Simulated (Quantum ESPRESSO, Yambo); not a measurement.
# SiC (Moissanite): changed settings of a GW run in Yambo

What do changed inputs do to GW on SiC (Moissanite)?

Method: PBE and many-body steps on it, plane waves, in Yambo 5.3.0.

**1. The structure**

Symmetry: P6_3mc, No. 186, hexagonal system. Conventional cell: a = 3.081 Å, b = 3.081 Å, c = 15.125 Å, α = 90.00°, β = 90.00°, γ = 120.00°. Nearest to Si lie 4 C at 1.88 to 1.90 Å. Nearest to Si lie 4 C at 1.89 Å. C has 4 Si at 1.88 to 1.89 Å nearest. Nearest to C lie 4 Si at 1.89 Å. Nearest to C lie 4 Si at 1.89 to 1.90 Å. Farther neighbours are not listed.

As a file:

```cif
data_structure
_symmetry_space_group_name_H-M 'P6_3mc'
_symmetry_Int_Tables_number 186
_cell_length_a 3.0810
_cell_length_b 3.0810
_cell_length_c 15.1248
_cell_angle_alpha 90.000
_cell_angle_beta 90.000
_cell_angle_gamma 120.000
_cell_volume 124.34
loop_
_atom_site_label
_atom_site_type_symbol
_atom_site_symmetry_multiplicity
_atom_site_Wyckoff_symbol
_atom_site_fract_x
_atom_site_fract_y
_atom_site_fract_z
_atom_site_occupancy
Si1 Si 2 a 0.00000 0.00000 0.00000 1
Si2 Si 2 b 0.33333 0.66667 0.16640 1
Si3 Si 2 b 0.66667 0.33333 0.33290 1
C1 C 2 b 0.33333 0.66667 0.04120 1
C2 C 2 b 0.66667 0.33333 0.20800 1
C3 C 2 a 0.00000 0.00000 0.37460 1
```

The cell and positions come from the Crystallography Open Database and are kept as given unless a step says otherwise.

**2. Base**

This step: Yambo 5.3.0; G0W0 on PBE, plane waves, norm-conserving pseudopotentials.

G0W0 replaces the xc potential by the self-energy, built once from these orbitals. Only a window of levels is corrected, while the sums run over the empty bands that the input names.

gw2.in reads:

```
HF_and_locXC
gw0
dyson
ppa
em1d
rim_cut
RandQpts= 1000000
RandGvec= 1 RL
EXXRLvcs= 74 Ry
VXCRLvcs= 296 Ry
Chimod= "HARTREE"
% BndsRnXp
 1 | 235 |
%
NGsBlkXp= 10 Ry
% LongDrXp
 1 | 1 | 1 |
%
% GbndRnge
 1 | 235 |
%
DysSolver= "n"
ExtendOut
PPAPntXp= 27.21138 eV
% QPkrange
 1 | 1 | 23 | 26 |
 4 | 4 | 23 | 26 |
%
```

Command:

```console
$ OMP_NUM_THREADS=2 mpirun -n 2 yambo -F gw2.in -J gw2 -C gw2 > gw2.log
```

The log of the run:

```text
 Yambo, version 5.3.0

 [02] CORE Variables Setup
 =========================

  [... cell, symmetries and grids as in the set-up ...]

  [02.05] Energies & Occupations
  ==============================

  [X] === General ===
  [X] Electronic Temperature                        :  0.000000  0.000000 [eV K]
  [X] Bosonic    Temperature                        :  0.000000  0.000000 [eV K]
  [X] Finite Temperature mode                       : no
  [X] El. density                                   :  0.38604E+24 [cm-3]
  [X] Fermi Level                                   :  9.528320 [eV]

  [X] === Gaps and Widths ===
  [X] Conduction Band Min                           :  2.016740 [eV]
  [X] Valence Band Max                              :  0.000000 [eV]
  [X] Filled Bands                                  :  24
  [X] Empty Bands                                   :    25   542
  [X] Direct Gap                                    :  3.123141 [eV]
  [X] Direct Gap localized at k                     :   4
  [X] Indirect Gap                                  :  2.016740 [eV]
  [X] Indirect Gap between kpts                     :   1   4
  [X] Last valence band width                       :  2.077945 [eV]
  [X] 1st conduction band width                     :  3.147621 [eV]

 [03] Transferred momenta grid and indexing
 ==========================================

 IBZ Q-points                                      :   7
 BZ  Q-points                                      :   36

 K/Q-points units:
 rlu = crystal or reduced units; cc = cartesian coordinates; iku = interal k-units

 Q [1]          [rlu]:  0.000000  0.000000  0.000000
 Q [2]          [rlu]: -0.59880E-17  0.16667       0.0000
 Q [3]          [rlu]: -0.11976E-16  0.33333       0.0000
 Q [4]          [rlu]:  0.17964E-16 -0.50000       0.0000
 Q [5]          [rlu]:  0.166667  0.166667  0.000000
 Q [6]          [rlu]:  0.166667  0.333333  0.000000
 Q [7]          [rlu]:  0.333333  0.333333  0.000000

 [04] Coloumb potential Random Integration (RIM)
 ===============================================

  [04.01] RIM initialization
  ==========================

  * Diagonal components only detected *

  8 x (sBL volume)        :  0.065694 [a.u.]
  sBZ random points       :  1000000
  Points outside the sBZ  :   7993074
  RL volume               :  0.295624 [a.u.]
  Integrated volume       :  0.295880 [a.u.]

  [04.02] RIM integrals
  =====================

  Gamma point sphere radius             :  0.073191 [a.u.]
  Points outside the sphere             :   799491
  [Int_sBZ(q=0) 1/q^2]*(Vol_sBZ)^(-1/3) =:  7.699861
                                 should be <:  7.795600

  Summary of Coulomb integrals for non-metallic bands |Q|[au] RIM/Bare

  Q [1] 0.100000E-4 0.987719 * Q [2] 0.207686 1.035382
  Q [5] 0.359723 1.014582 * Q [3] 0.415372 1.011323
  Q [6] 0.549486 1.006889 * Q [4] 0.623058 1.006049
  Q [7] 0.719446 1.004351

 [WARNING] [Xp] User bands 1-235 break level degeneracy

 [05] Dipoles
 ============

  [05.01] Setup: observables and procedures
  =========================================

  [WARNING] [x,Vnl] slows the Dipoles computation. To neglect it rename the ns.kb_pp file

 [06] Dynamic Dielectric Matrix (PPA)
 ====================================

 [WR./gw2//ndb.pp]---------------------------------------------------------------
  Brillouin Zone Q/K grids (IBZ/BZ)                :    7   36    7   36
  RL vectors                                       :  11311 [WF]
  Coulomb cutoff potential                         : none
  Electronic Temperature                           :  0.000000 [K]
  Bosonic    Temperature                           :  0.000000 [K]
  PPA    diel. fun.  energies                      : Perdew, Burke & Ernzerhof(X)+Perdew, Burke & Ernzerhof(C)
  wavefunctions                                    : Perdew, Burke & Ernzerhof(X)+Perdew, Burke & Ernzerhof(C)
  Global Gauge                                     : length
  X matrix size                                    :   431
  X band range                                     :    1  235
  X e/h energy range                               : -1.000000 -1.000000 [eV]
  X Time ordering                                  : R
  X Hxc Kernel                                     : HARTREE
  X Drude frequency                                :  0.000000  0.000000
  X poles                                          :  100.0000 [o/o]
  RL vectors in the sum                            :  11311
  [r,Vnl] included                                 : yes
  Field direction                                  :  0.577350E-5  0.577350E-5  0.577350E-5
  BZ energy Double Grid                            : no
  BZ energy DbGd points                            : 0
  BZ Q point size factor                           : -1.000000
  X Optical Averaged directions                    : none

 [07] Local Exchange-Correlation + Non-Local Fock
 ================================================

 [VXC] Plane waves :   72085
 [EXS] Plane waves :   8953

 QP @ state[ 1 ] K range:  1  1
 QP @ state[ 1 ] b range:  23  26
 QP @ state[ 2 ] K range:   4   4
 QP @ state[ 2 ] b range:  23  26

 [xc] Functional : Perdew, Burke & Ernzerhof(X)+Perdew, Burke & Ernzerhof(C)
 [xc] LIBXC used to calculate xc functional
  PP Number of Atomic Species                      :  2
  NLCC RL compoments                               :   72085
  PP Number of Atomic Species                      :  2
  NLCC RL compoments                               :   72085

 [xc] E_xc :  -18.27642 [Ha]
      E_xc :  -36.55284 [Ry]

  Local XC kind (lXC) : Perdew, Burke & Ernzerhof(X)+Perdew, Burke & Ernzerhof(C)
  Non-Local XC kind (nlXC) : Hartree-Fock

  Corrections @ K [1] :  [eV]
 <23|nlXC|23> = -17.32276 -0.20344E-17 <23|lXC|23> = -14.95422 -0.18882E-15
 <24|nlXC|24> = -17.32275 -0.10739E-16 <24|lXC|24> = -14.95422  0.75527E-15
 <25|nlXC|25> = -6.944283  0.15263E-17 <25|lXC|25> = -12.14735  0.000000
 <26|nlXC|26> = -6.855815  0.72773E-19 <26|lXC|26> = -12.09673 -0.18882E-15

  Corrections @ K [4] :  [eV]
 <23|nlXC|23> = -16.70559  0.13716E-17 <23|lXC|23> = -13.90584 -0.25077E-16
 <24|nlXC|24> = -17.33410  0.85758E-17 <24|lXC|24> = -14.49916 -0.20652E-16
 <25|nlXC|25> = -6.763821  0.21462E-18 <25|lXC|25> = -10.92842  0.70806E-16
 <26|nlXC|26> = -6.504908  0.53585E-17 <26|lXC|26> = -10.77706  0.23602E-16

 [08] Dyson equation: Newton solver
 ==================================

  [08.01] G0W0 (W PPA)
  ====================

  [  GW  ] Bands range     :    1  235
  [GW/PPA] G damping       :  0.100000 [eV]

  QP @ state[ 1 ] K range:  1  1
  QP @ state[ 1 ] b range:  23  26
  QP @ state[ 2 ] K range:   4   4
  QP @ state[ 2 ] b range:  23  26

   Sc/G bands                                       :    1  235
   Sc/G damping                                     :  0.100000 ev
   Sc bands terminator                              : no
   Sx RL components                                 :   8953

   QP @ state[ 1 ] K range                          :  1  1
   QP @ state[ 1 ] b range                          :  23  26
   QP @ state[ 2 ] K range                          :   4   4
   QP @ state[ 2 ] b range                          :  23  26
   GF energies kind                                 : Perdew, Burke & Ernzerhof(X)+Perdew, Burke & Ernzerhof(C)
   GF WF`s kind                                     : Perdew, Burke & Ernzerhof(X)+Perdew, Burke & Ernzerhof(C)
   Xs energies kind                                 : Perdew, Burke & Ernzerhof(X)+Perdew, Burke & Ernzerhof(C)
   Xs WF`s kind                                     : Perdew, Burke & Ernzerhof(X)+Perdew, Burke & Ernzerhof(C)

 [11] Game Over & Game summary
```

The job ended after 10 min (2 MPI ranks of Arm Neoverse V1, shared host; peak memory 1.3 GiB; 36 min of CPU time).

This step gave:

* G0W0 gap on the points computed: 2.620 eV
* starting gap on the mesh: 2.017 eV
* k of the valence top: 0, 0, 0
* k of the conduction bottom: 0, -0.5, 0
* least direct G0W0 gap on the computed points: 3.886 eV
* Z at the valence top: 0.8006
* Z at the conduction bottom: 0.8232

The gap on the mesh goes from 2.02 eV to 2.62 eV, a correction of +0.60 eV.

**3. Core charge in Vxc**

gw6.in, as its differences from gw2.in of step 2:

```diff
@@ -28 +28,2 @@
 %
+UseNLCC
```

Command:

```console
$ OMP_NUM_THREADS=2 mpirun -n 2 yambo -F gw6.in -J gw6,gw2_W -C gw6 > gw6.log
```

The log of the run:

```text
 Yambo, version 5.3.0

 [02] CORE Variables Setup
 =========================

  [... cell, symmetries and grids as in the set-up ...]

  [02.05] Energies & Occupations
  ==============================

  [X] === General ===
  [X] Electronic Temperature                        :  0.000000  0.000000 [eV K]
  [X] Bosonic    Temperature                        :  0.000000  0.000000 [eV K]
  [X] Finite Temperature mode                       : no
  [X] El. density                                   :  0.38604E+24 [cm-3]
  [X] Fermi Level                                   :  9.528320 [eV]

  [X] === Gaps and Widths ===
  [X] Conduction Band Min                           :  2.016740 [eV]
  [X] Valence Band Max                              :  0.000000 [eV]
  [X] Filled Bands                                  :  24
  [X] Empty Bands                                   :    25   542
  [X] Direct Gap                                    :  3.123141 [eV]
  [X] Direct Gap localized at k                     :   4
  [X] Indirect Gap                                  :  2.016740 [eV]
  [X] Indirect Gap between kpts                     :   1   4
  [X] Last valence band width                       :  2.077945 [eV]
  [X] 1st conduction band width                     :  3.147621 [eV]

 [03] Transferred momenta grid and indexing
 ==========================================

 IBZ Q-points                                      :   7
 BZ  Q-points                                      :   36

 K/Q-points units:
 rlu = crystal or reduced units; cc = cartesian coordinates; iku = interal k-units

 Q [1]          [rlu]:  0.000000  0.000000  0.000000
 Q [2]          [rlu]: -0.59880E-17  0.16667       0.0000
 Q [3]          [rlu]: -0.11976E-16  0.33333       0.0000
 Q [4]          [rlu]:  0.17964E-16 -0.50000       0.0000
 Q [5]          [rlu]:  0.166667  0.166667  0.000000
 Q [6]          [rlu]:  0.166667  0.333333  0.000000
 Q [7]          [rlu]:  0.333333  0.333333  0.000000

 [04] Coloumb potential Random Integration (RIM)
 ===============================================

 Summary of Coulomb integrals for non-metallic bands |Q|[au] RIM/Bare

 Q [1] 0.100000E-4 0.987719 * Q [2] 0.207686 1.035382
 Q [5] 0.359723 1.014582 * Q [3] 0.415372 1.011323
 Q [6] 0.549486 1.006889 * Q [4] 0.623058 1.006049
 Q [7] 0.719446 1.004351

 [WARNING] [Xp] User bands 1-235 break level degeneracy

 [05] Dipoles
 ============

  [05.01] Setup: observables and procedures
  =========================================

 [06] Dynamic Dielectric Matrix (PPA)
 ====================================

   Sc/G bands                                       :    1  235
   Sc/G damping                                     :  0.100000 ev
   Sc bands terminator                              : no
   Sx RL components                                 :   8953

   QP @ state[ 1 ] K range                          :  1  1
   QP @ state[ 1 ] b range                          :  23  26
   QP @ state[ 2 ] K range                          :   4   4
   QP @ state[ 2 ] b range                          :  23  26
   GF energies kind                                 : Perdew, Burke & Ernzerhof(X)+Perdew, Burke & Ernzerhof(C)
   GF WF`s kind                                     : Perdew, Burke & Ernzerhof(X)+Perdew, Burke & Ernzerhof(C)
   Xs energies kind                                 : Perdew, Burke & Ernzerhof(X)+Perdew, Burke & Ernzerhof(C)
   Xs WF`s kind                                     : Perdew, Burke & Ernzerhof(X)+Perdew, Burke & Ernzerhof(C)

 [11] Game Over & Game summary
```

The job ended after 2.1 min (2 MPI ranks; peak memory 1.2 GiB; 8.2 min of CPU time).

Numbers from this step:

- G0W0 gap on the points computed: 2.421 eV
- starting gap on the mesh: 2.017 eV
- k of the valence top: 0, 0, 0
- k of the conduction bottom: 0, -0.5, 0
- least direct G0W0 gap on the computed points: 3.701 eV
- Z at the valence top: 0.8006
- Z at the conduction bottom: 0.8232

Against G0W0 in Yambo (6×6×1 mesh, 235 bands, screening to 136.1 eV, Godby-Needs plasmon pole), the gap moves by −0.200 eV.

(Part 1 of 2 ends here.)

[Paths, hosts, dates, memory and timing lines, banners, echoed tables and standing remarks are left out of the program output.]

[Logs are printed without paths, hosts, clocks, repeated set-up lines and the standing remarks that a program may print on its own settings, such as how far it seeks lower states.]

[Runs of the session that timed out or met a known fault of the program may be left out.]

[Hosts, paths, dates, database ids (printed as entryN), source tags and the programs' standing remarks are cut or masked in the printed files.]
